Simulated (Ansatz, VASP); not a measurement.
**Two plane-wave programs on Sr**

Contents of INCAR:

```
  PREC = Accurate
  ENCUT = 520
  EDIFF = 1E-8
  ISMEAR = -1
  SIGMA = 0.08
  LREAL = F
  LASPH = T
  NELM = 100
  ALGO = Normal
  ISIF = 2
  LWAVE = F
  LCHARG = F
  GGA = CA
  LEFG = T
  NBANDS = 11
```

The input KPOINTS:

```
Automatic mesh
0
Gamma
  10 10 10
```

File POSCAR:

```
Sr
1.0
    0.0000000000      3.0823855122      3.0823855122
    3.0823855122      0.0000000000      3.0823855122
    3.0823855122      3.0823855122      0.0000000000
Sr
1
Direct
    0.0000000000      0.0000000000      0.0000000000
```

Input for Ansatz:

```yaml
crystal:
  lattice:
    - [0.0, 3.0823855122, 3.0823855122]
    - [3.0823855122, 0.0, 3.0823855122]
    - [3.0823855122, 3.0823855122, 0.0]
  atoms:
    - { symbol: Sr, position: [0.0, 0.0, 0.0] }
kpoints:
  mp_grid: { grid: [10, 10, 10] }
scf:
  occupations: { method: fermi_dirac, width: 0.08 }
hamiltonian:
  xc: lda
  pseudopotentials: { kind: paw }
output:
  forces: true
  stress: true
  eigenvalues: true
  efg: { contact_densities: true }
  write_density: true
  write_potential: true
  elf: true
  volumetric_format: npy
```

Change from the starting cell: volume scaled by 1.04, PAW files.

Alike in both runs: task electric field gradients; functional LDA; k mesh 10 × 10 × 10; occupations fermi-dirac, width 0.08 eV; no spin polarisation.

|  | VASP | Ansatz |
| --- | --- | --- |
| version | VASP 6.6.1 | Ansatz 0.2.0 |
| potentials or method | VASP PAW LDA potentials, release 64 (Sr_sv) | PAW with Ansatz's default frozen-core files, scalar-relativistic |
| plane-wave cutoff (eV) | 520 | 420 |
| valence electrons in the cell | 10 | 10 |

|  | VASP | Ansatz | Ansatz less VASP |
| --- | --- | --- | --- |
| pressure (GPa) | -1.9 | -1.8 | +0.01 |
| Vzz of the field gradient on the site that differs most (V/Å²) | 0.0 | 0.0 | 0.00 |

Ansatz warned: «gradients_without_spin_orbit».
